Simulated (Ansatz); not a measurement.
Relaxing Al in the sc type

First guess:

```yaml
crystal:
  lattice:
    - [2.64526, 0.00000, 0.00000]
    - [0.00000, 2.64526, 0.00000]
    - [0.00000, 0.00000, 2.64526]
  atoms:
    - { symbol: Al, position: [0.00000, 0.00000, 0.00000] }
```

Level of theory: Ansatz 0.2.0, DFT, PBE, PAW with Ansatz's default frozen-core files, scalar-relativistic.

Cell and atoms relax within the symmetry of the start on a 15×15×15 k mesh with 0.05 eV Fermi–Dirac smearing.

The start is built from a prototype, known or not as a phase of this compound; the cutoff is 420 eV.

What is the pressure of the first guess?

5.87 GPa.

What does it relax to?

a = 2.722 Å, b = 2.722 Å, c = 2.722 Å, α = 90.00°, β = 90.00°, γ = 90.00° (conventional cell), 20.16 Å³ per atom:
```
CELL_PARAMETERS angstrom
2.72157 0.00000 0.00000
0.00000 2.72157 0.00000
0.00000 0.00000 2.72157
ATOMIC_POSITIONS crystal
Al 0.00000 0.00000 0.00000
```

How much energy does the relaxation release?

28 meV/atom.
